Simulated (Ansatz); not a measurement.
# SnO2: the cost of one run

Method: DFT r2SCAN, scalar-relativistic, plane waves, PAW, in Ansatz 0.2.0.

2 further runs of the same task are left out: 2 set aside as unsound or not needed. Runs told in other sessions of the task aren't counted.

### Step 1. The structure to begin with

Symmetry: P4_2/mnm, No. 136, tetragonal system. Conventional cell: a = 4.760 Å, b = 4.760 Å, c = 3.201 Å, α = 90.00°, β = 90.00°, γ = 90.00°. Around Sn (site symmetry mmm) lie 6 O at 2.06 to 2.07 Å. Around O (site symmetry m2m) lie 3 Sn at 2.06 to 2.07 Å.

Coordinates:

```cif
data_structure
_symmetry_space_group_name_H-M 'P4_2/mnm'
_symmetry_Int_Tables_number 136
_cell_length_a 4.7599
_cell_length_b 4.7599
_cell_length_c 3.2007
_cell_angle_alpha 90.000
_cell_angle_beta 90.000
_cell_angle_gamma 90.000
_cell_volume 72.52
loop_
_atom_site_label
_atom_site_type_symbol
_atom_site_symmetry_multiplicity
_atom_site_Wyckoff_symbol
_atom_site_fract_x
_atom_site_fract_y
_atom_site_fract_z
_atom_site_occupancy
Sn1 Sn 2 a 0.50000 0.50000 0.50000 1
O1 O 4 f 0.30591 0.30591 0.00000 1
```

It goes back to an entry of the Materials Project, which need not be the stable form.

It is the result of an earlier relaxation at this level (volume 12.09 Å³/atom; gap on the mesh: 1.77 eV).

### Step 2. Zero of energy

Reference values: F = -14352.4280 eV; pressure 0.00 GPa; largest force 0.000 eV/Å; gap on the mesh 1.77 eV. It was computed beforehand with the settings of the runs below.

### Step 3. Setting up biaxial against axial strain

The cell is strained by p along both x and y and by q along z, with fractional coordinates fixed.

### Step 4. At p = -0.030, q = -0.030

File input.yaml:

```yaml
crystal:
  lattice:
    - [4.6170235687, 0.0, 0.0]
    - [0.0, 4.6172558849, 0.0]
    - [0.0, 0.0, 3.1046894355]
  atoms:
    - { symbol: Sn, position: [0.5, 0.5, 0.5] }
    - { symbol: Sn, position: [0.0, 0.0, 0.0] }
    - { symbol: O, position: [0.3058623571, 0.3059582263, 0.0] }
    - { symbol: O, position: [0.8058623571, 0.1940417737, 0.5] }
    - { symbol: O, position: [0.1941376429, 0.8059582263, 0.5] }
    - { symbol: O, position: [0.6941376429, 0.6940417737, 0.0] }
basis:
  ecutwfc: 500
kpoints:
  mp_grid: { grid: [6, 6, 8] }
hamiltonian:
  xc: r2scan
scf:
  occupations: { method: gaussian, width: 0.05 }
output:
  forces: true
  stress: true
  eigenvalues: true
  write_density: true
  write_potential: true
  elf: true
  volumetric_format: npy
```

The run is started by

```
ansatz run input.yaml --threads 2 --pin off --max-ram 5120MiB --backend cpu --events-out ev --progress --plain --runs-dir out
```

What time and memory should one allow on 2 threads of Intel Xeon at 2.50GHz (Skylake/Cascade Lake), shared host?

About 25 s, with a peak of 0.6 GiB.
